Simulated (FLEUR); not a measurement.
Ti: equation of state with SCAN

Ti:

```
Ti
1.0
     2.95000    0.00000    0.00000
    -1.47500    2.55477    0.00000
     0.00000    0.00000    4.68000
Ti
2
Cartesian
  1.4750 0.8516 3.5100
  0.0000 1.7032 1.1700
```

* Program: FLEUR MaX-R8.1 (later development tree)
* Task: equation of state
* Functional: SCAN
* Potentials or basis: all-electron
* Basis: FLAPW
* Kmax: 4.1 1/bohr
* k mesh: 10 × 10 × 6
* Occupations: fermi-dirac, width 0.05 eV
* Spin: no spin polarisation

The equilibrium volume is 17.18 Å³/atom and the bulk modulus at fixed shape and positions is 120 GPa.

Energy against volume, from the lowest point:
```
volume (Å³/atom)  energy (meV/atom)
          16.577               6.97
          16.930               0.00
          17.636               2.74
          18.341              24.96
          18.694              42.11
```

Caveat: the meta-GGA is that of a development version, with a GGA for the radial functions and cores and without core tails; the cell was scaled at fixed shape and fractional positions, which overstates the stiffness of a crystal with free parameters, most of all of layers and chains.
